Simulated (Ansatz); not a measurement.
The cell comes from COD entry 9008731, which wasn't checked; take it as a given geometry.

TaC: DFT, PBEsol, all-electron PAW with datasets made for the crystal, scalar-relativistic (Ansatz 0.2.0).

Command: `ansatz run input.yaml --threads 1 --pin off --max-ram 3072MiB --backend cpu --events-out ev --progress --plain --runs-dir out` The run took 16 s on 1 thread of Intel(R) Xeon(R) Platinum 8488C (Sapphire Rapids), on a shared host, peak memory 0.59 GiB.

```yaml
crystal:
  lattice:
    - [0.0, 2.227, 2.227]
    - [2.227, 0.0, 2.227]
    - [2.227, 2.227, 0.0]
  atoms:
    - { symbol: Ta, position: [0.0, 0.0, 0.0] }
    - { symbol: C, position: [0.5, 0.5, 0.5] }
kpoints:
  mp_grid: { grid: [13, 13, 13] }
  band_path:
    path:
      - [0.0, 0.0, 0.0]
      - [0.5, 0.0, 0.5]
      - [0.625, 0.25, 0.625]
      - [0.375, 0.375, 0.75]
      - [0.0, 0.0, 0.0]
      - [0.5, 0.5, 0.5]
      - [0.5, 0.25, 0.75]
      - [0.5, 0.0, 0.5]
    npoints: 8
scf:
  occupations: { method: fermi_dirac, width: 0.08 }
hamiltonian:
  xc: pbesol
  pseudopotentials: { kind: all_electron, datasets: crystal }
output:
  forces: true
  stress: true
  eigenvalues: true
  efg: { contact_densities: true }
```

Output:

```
hamiltonian.pseudopotentials.datasets: crystal makes datasets for this crystal and solves the spheres of its atoms anew in each pass: cutoff 460.0 eV, the density's 1840.0 eV; for an error of 0.50 meV an atom under PBE, 1.0 meV for the cell; an energy difference from a run of another recipe may be off by several times the error for the cell, under r2SCAN by more, where some 0.1 meV an atom stays at smaller errors; C in spheres of 0.878 Å, 4 of its electrons in bands; Ta in spheres of 1.344 Å, 27 of its electrons in bands
band count auto-derived: 22 (N_el = 31.0; filled up to band 16; 20 by the electrons, moments and atoms)
Ta: output.efg is read without spin–orbit coupling, which moves field gradients at and beside such atoms by some per cent and up to a factor of two; PAW files take it under magnetization.noncollinear and magnetization.spin_orbit
Engine: ansatz 0.2.0
Pseudopotentials: kind: all_electron
Pseudopotential: Ta, paw, valence charge 27, recommended cutoff 460 eV (normal), Koelling and Harmon's equation, gaussian nucleus
Pseudopotential: C, paw, valence charge 4, recommended cutoff 460 eV (normal), Koelling and Harmon's equation, gaussian nucleus
Functional definition: PBEsol
  exchange = pbesol_x
  correlation = pbesol_c
Crystal: 2 atoms, lattice volume = 22.090 Å³
Basis set: ecut = 460 eV, 531 PW (Γ), exchange–correlation on 48×48×48 points (8 copies of the dense FFT grid, shifted against one another)
Bands: 22, of which v1, the nominal top of the filled ones, is band 16 counted from 1 (15 counted from 0)
Symmetry: 48 space group operations
Space group: Fm-3m (ITA 225), of the structure as read, at distance tolerance 2.8e-5 Å
k-points: 84 of 2197
Non-local potential: Ta, projectors of the file, l = 0: 2, l = 1: 2, l = 2: 1, l = 3: 2
Non-local potential: C, projectors of the file, l = 0: 1, l = 1: 1
PAW form: soft (Blöchl's): semilocal exchange-correlation on the pseudo side does not see the compensation charge
PAW one-centre angular grid: Ta, 590 points (default); XC on its mesh's 1815 points in the sphere
PAW one-centre angular grid: C, 110 points (default); XC on its mesh's 1927 points in the sphere
Initial density: superposition of atomic densities (neutral atoms: chi_scale 0, normalization atom)
Initial wavefunctions: pseudopotential atomic-orbital guess
Functional: x = pbesol(κ = 0.804, μ = 0.12345679012345678), c = pbesol(β = 0.046)
iter 1 solved again at ethr=3.99e-2 eV; its pass at ethr=1.00e-1 eV (dr2=1.24e1 eV) is discarded
SCF iter   1: F=—  HF=-425480.486856 eV  |F-HF|=—  |Δ(HF+E_count)|=         —  Δρ=1.94e-1  dr2=1.19e1  ethr=3.99e-2  ⟨swp⟩=2.0  Hψ=9453  notcnv=0
preconditioner: auto → Kerker (q_TF=auto, 2.887 Å⁻¹)  [metal: Δε(μ)=0.079 eV  Ē_g=24.309 eV  σ=0.080 eV  W_gap=0.23  n_scr=14 (ndim 8)  ℏωp=42.5 eV  f_vac=0.000  D(μ)=0.62/eV (n_scr^D=0)]
SCF iter   2: F=—  HF=-425477.975741 eV  |F-HF|=—  |Δ(HF+E_count)|=    2.51e0  Δρ=8.11e-2  dr2=2.12e0  ethr=3.83e-2  ⟨swp⟩=2.5  Hψ=3760  notcnv=0
iter 3 solved again at ethr=3.44e-4 eV; its pass at ethr=6.84e-3 eV (dr2=1.07e-1 eV) is discarded
SCF iter   3: F=—  HF=-425477.318750 eV  |F-HF|=—  |Δ(HF+E_count)|=   6.57e-1  Δρ=2.69e-2  dr2=1.07e-1  ethr=3.44e-4  ⟨swp⟩=2.0  Hψ=7358  notcnv=0  defer=1
SCF iter   4: F=—  HF=-425477.334594 eV  |F-HF|=—  |Δ(HF+E_count)|=   1.58e-2  Δρ=1.55e-2  dr2=2.78e-2  ethr=3.44e-4  ⟨swp⟩=3.0  Hψ=3940  notcnv=0
SCF iter   5: F=—  HF=-425477.353754 eV  |F-HF|=—  |Δ(HF+E_count)|=   1.92e-2  Δρ=3.52e-3  dr2=1.28e-3  ethr=8.98e-5  ⟨swp⟩=3.0  Hψ=5192  notcnv=0
SCF iter   6: F=—  HF=-425477.352206 eV  |F-HF|=—  |Δ(HF+E_count)|=   1.55e-3  Δρ=1.00e-3  dr2=1.48e-4  ethr=4.12e-6  ⟨swp⟩=3.0  Hψ=4374  notcnv=0
SCF iter   7: F=—  HF=-425477.353222 eV  |F-HF|=—  |Δ(HF+E_count)|=   1.02e-3  Δρ=2.97e-4  dr2=1.36e-5  ethr=4.78e-7  ⟨swp⟩=3.0  Hψ=5373  notcnv=0
SCF iter   8: F=—  HF=-425477.353172 eV  |F-HF|=—  |Δ(HF+E_count)|=   4.94e-5  Δρ=7.67e-5  dr2=1.35e-6  ethr=4.40e-8  ⟨swp⟩=2.7  Hψ=3253  notcnv=0
SCF iter   9: F=—  HF=-425477.353172 eV  |F-HF|=—  |Δ(HF+E_count)|=   2.38e-7  Δρ=7.24e-6  dr2=1.03e-8  ethr=4.36e-9  ⟨swp⟩=3.0  Hψ=3438  notcnv=0
SCF iter  10: F=-425477.353172 eV  HF=-425477.353172 eV  |F-HF|=1.92e-9  |Δ(HF+E_count)|=   1.40e-8  Δρ=1.93e-6  dr2=1.08e-9  ethr=3.33e-11  ⟨swp⟩=3.0  Hψ=3942  notcnv=0
SCF 1 converged in 10 iterations: F = -425477.353172 eV  dr2 = 1.08e-9
  Residual-converged pass: ⟨swp⟩=2.0  Hψ=2357  notcnv=0  max |occ|·‖R‖ = 5.3e-6 eV (tolerance 5.3e-6 eV)  dr2=1.07e-9  dr2_onsite=3.47e-9  max |Δocc| = 8.8e-11
  greatest PAW one-centre occupation: 1.000 electrons in one spin orbital (limit 2), on the Ta atom at site 0 (counted from 0), in its partial waves of l = 3
NSCF: frozen V_eff on 57 k-points
SCF converged after 10 iterations
Free energy (F): -425477.353172 eV
Harris-Foulkes:  -425477.353172 eV  (|F-HF|=1.92e-9)
Internal energy: -425477.342995 eV  (E = F + TS)
E sigma→0 (E₀):  -425477.348084 eV
Entropy (-TS):   -0.010178 eV (-5.089 meV/atom)
Past the cutoff: the bands carry plane waves up to 1.75 times it, of which those up to 1.5 times it add -0.000277 eV an atom, each by itself; the spheres take 0.000205 eV an atom off the energy for waves past 1.75 times it
By the cutoff:   a pressure is off by up to 0.008 GPa (1.2 times the spheres' own share and the shells' term, over an atom's volume, and 0.004 GPa: a bound that held against runs at twice the plane waves)
Past the cutoffs: a stress includes 0.0035 GPa for waves and charges beyond them, in addition to the slope of what the spheres take
In the spheres:  the bands' charges fall short by 6.7e-7 e at most (sound up to 1e-3)
Fermi energy:    25.000488 eV
--- Per-component energies (eV) ---
  The terms above E_closure are by the made datasets' own strengths, without shells solved beside the bands.
--- Forces (eV/Å), atoms counted from 1 ---
  atom   1  Ta    -0.00000000     0.00000000     0.00000000
  atom   2  C      0.00000000    -0.00000000     0.00000000
  max |Σ_I F_I| component: 2.24e-30 eV/Å
--- Stress (GPa, compression-positive) ---
       -3.381264       0.000000       0.000000
       -0.000000      -3.381264       0.000000
        0.000000       0.000000      -3.381264
  P = ⅓ Tr σ = -3.3813 GPa (-33.813 kbar)
--- PAW observables at the nuclei: V_zz in 10²¹ V/m², potentials from the cell's mean, atoms counted from 1 ---
  atom   1  Ta V_zz =    +0.000000   η = 0.0000   by run symmetry: forbidden
            electrostatic potential = -14497.546369 V   contact ρ = 8140159.185765 e/Å³
  atom   2  C  V_zz =    -0.000000   η = 0.0000   by run symmetry: forbidden
            electrostatic potential = -429.718986 V   contact ρ = 861.469189 e/Å³
--- Band table (eV; the first three rows and the last of 84) ---
  k-point 0: bands = ["-43.6968", "-9.9707", "-9.9707", "-9.9707", "4.5114", "4.5127", "4.5127", "4.5127", "4.5604", "4.5604", "4.5604", "10.2222", "23.6362", "23.6362", "23.6362", "24.5480", "24.5480", "24.5480", "25.6368", "25.6368", "31.5698"]
  k-point 1: bands = ["-43.6941", "-10.0147", "-9.9751", "-9.9751", "4.5117", "4.5132", "4.5145", "4.5145", "4.5584", "4.5584", "4.5605", "10.3900", "22.8340", "23.2305", "23.2305", "24.1397", "24.1397", "24.9997", "26.7822", "26.7822", "31.8924"]
  k-point 2: bands = ["-43.6867", "-10.1350", "-9.9873", "-9.9873", "4.5094", "4.5175", "4.5194", "4.5194", "4.5529", "4.5529", "4.5608", "10.8740", "21.5167", "22.1218", "22.1218", "24.4989", "24.4989", "25.4640", "28.5009", "28.5009", "32.6741"]
  k-point 83: bands = ["-43.6347", "-10.4530", "-10.3940", "-10.2223", "4.5256", "4.5286", "4.5317", "4.5335", "4.5388", "4.5410", "4.5456", "13.2678", "19.4280", "19.9937", "20.2303", "26.2365", "26.9087", "29.1149", "30.0646", "31.5624", "37.3409"]
```

Spin polarisation is left out, and whether a magnetic state lies lower isn't shown here.
